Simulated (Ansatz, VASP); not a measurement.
SnSe: VASP beside Ansatz

Contents of INCAR:

```
SYSTEM = SnSe
PREC     = Accurate       ! precision mode
ENCUT    = 520            ! plane-wave cutoff, eV
EDIFF    = 1E-6           ! SCF threshold, eV
ISMEAR   = -1             ! smearing method
SIGMA    = 0.02           ! smearing width, eV
LREAL    = .False.        ! projectors in reciprocal space
LASPH    = .True.         ! aspherical terms in the spheres
NELM     = 100            ! most SCF steps
ALGO     = Normal         ! electronic algorithm
ISIF     = 2              ! what is computed and relaxed
LWAVE    = .False.        ! write WAVECAR
LCHARG   = .False.        ! write CHGCAR
GGA      = PE             ! functional
NBANDS   = 17             ! bands
```

Contents of KPOINTS:

```
Automatic mesh
0
Gamma
  9 9 9
  0 0 0
```

POSCAR

```
SnSe
1.0
    0.0000000000      3.0702000000      3.0100000000
    3.0702000000      0.0000000000      3.0100000000
    3.0702000000      3.0702000000      0.0000000000
Sn Se
1 1
Direct
    0.0000000000      0.0000000000      0.0000000000
    0.5000000000      0.5000000000      0.5000000000
```

Input for Ansatz:

```yaml
crystal:
  lattice:
    - [0.0, 3.0702, 3.01]
    - [3.0702, 0.0, 3.01]
    - [3.0702, 3.0702, 0.0]
  atoms:
    - { symbol: Sn, position: [0.0, 0.0, 0.0] }
    - { symbol: Se, position: [0.5, 0.5, 0.5] }
kpoints:
  mp_grid: { grid: [9, 9, 9] }
  band_path:
    path:
      - [0.0, 0.0, 0.0]
      - [0.0, 0.5, 0.5]
      - [0.25, 0.75, 0.5]
      - [0.0, 0.5, 0.0]
      - [0.0, 0.0, 0.0]
      - [0.5, 0.5, 0.0]
      - [0.38005, 0.61995, 0.0]
      - [-0.38005, 0.38005, 0.0]
      - [0.0, 0.0, 0.0]
    npoints: 5
scf:
  occupations: { method: fermi_dirac, width: 0.02 }
hamiltonian:
  xc: pbe
  pseudopotentials: { kind: all_electron, lapw: { basis_error: 0.00025 } }
output:
  forces: true
  stress: true
  eigenvalues: true
```

Change from the starting cell: equal xx and yy strain of +2 %.

Alike in both runs: task single point; functional PBE; k mesh 9 × 9 × 9; occupations fermi-dirac, width 0.02 eV; no spin polarisation.

|  | VASP | Ansatz |
| --- | --- | --- |
| version | VASP 6.6.1 | Ansatz 0.2.0 |
| potentials or method | VASP PAW PBE potentials, release 64 (Sn_d, Se) | all-electron LAPW, scalar-relativistic |
| plane-wave cutoff (eV) | 520 | see its input |

|  | VASP | Ansatz | Ansatz less VASP |
| --- | --- | --- | --- |
| pressure (GPa) | -0.9 | -0.9 | +0.01 |
| largest component of the traceless stress (GPa) | 1.40 | 1.39 | -0.006 |

Ansatz ran all-electron here, so the differences hold the error of VASP's frozen core and of both bases.

Caveats: spin-orbit coupling is left out, which moves the levels of the heavy elements; an odd mesh through Γ misses points on the zone boundary, where band edges often lie.
